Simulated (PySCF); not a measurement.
Structure problem from calculated spectra and properties.

Formula: C2H4O2.

* 13C NMR: chemical shifts (computed TMS as zero) by class: 200.0 (1 C), 75.6 (1 C) ppm [GIAO KT2/pcSseg-2]
* Dipole: 2.33 D [KT2/pcSseg-2]
* NMR, other nuclei: isotropic shieldings of nuclei other than C and H, by class: -247 (1 O), 320 (1 O) ppm [GIAO KT2/pcSseg-2]
* Couplings: largest of the computed one-bond spin–spin couplings (means over like bonds): 13C–1H +181.7, 13C–1H +147.9 (×2), 17O–1H -74.4, 13C–13C +37.3, 17O–13C +31.2, 17O–13C +20.5 Hz [B3LYP/pcJ-1]
* Rotational structure: rotational constants A, B, C: 18.566, 6.708, 5.083 GHz [PBE0-D3(BJ)/def2-SVP]
* 1H NMR: chemical shifts (computed TMS as zero) by class: 10.04 (1 H), 4.50 (2 H), 3.19 (1 H) ppm [GIAO KT2/pcSseg-2]

Electronic properties: PySCF, gas phase, density fitting. Levels stand in brackets. Isolated species at its PBE0-D3(BJ)/def2-SVP geometry (one conformer only). NMR classes are plain means over equivalent atoms (diastereotopic ones count apart unless rotation or inversion swaps them), as if these changed places fast.

Task: What is the compound? Reason from the data.

Result: Numbering: `[O:1]=[CH:2][CH2:3][OH:4]`. Its formula, C2H4O2, gives 1 degree of unsaturation: 0 rings and 1 π bond in the structure found. 2 carbons fall into 2 classes; from least to most shielded: aldehyde carbon [C2] (200.0 ppm), carbinol carbon (C–OH) [C3] (75.6 ppm). Hydrogen classes from least to most shielded: 1 H on an aldehyde carbon, C2 (10.04 ppm), 2 H on a carbinol carbon (C–OH), C3 (4.50 ppm), 1 H on an alcohol oxygen, O4 (3.19 ppm). The other shieldings belong to: -247 ppm, aldehyde oxygen [O1]; 320 ppm, alcohol oxygen [O4]. The couplings run between: +181.7 Hz, aldehyde carbon [C2] and its hydrogen; +147.9 Hz, carbinol carbon (C–OH) [C3] and its hydrogen (with 1 like pair); -74.4 Hz, alcohol oxygen [O4] and its hydrogen; +37.3 Hz, aldehyde carbon [C2] and carbinol carbon (C–OH) [C3]; +31.2 Hz, aldehyde oxygen [O1] and aldehyde carbon [C2]; +20.5 Hz, alcohol oxygen [O4] and carbinol carbon (C–OH) [C3]. The optimised geometry has point group Cs and is an asymmetric top. Structure: `O=CCO` (hydroxy acetaldehyde). Computed isomers that give other values at the same levels: `CC(=O)O` (rotational constant A: 11.484 GHz; this holds for the one conformer computed); `COC=O` (rotational constant A: 21.010 GHz; this holds for the one conformer computed). The assignments are read from this structure; whether some other isomer fits the data as well wasn't checked.

Conformer computed: `[O:1]=[CH:2][CH2:3][OH:4]`: O1–C2–C3–O4 0°, H–O4–C3–C2 0°.
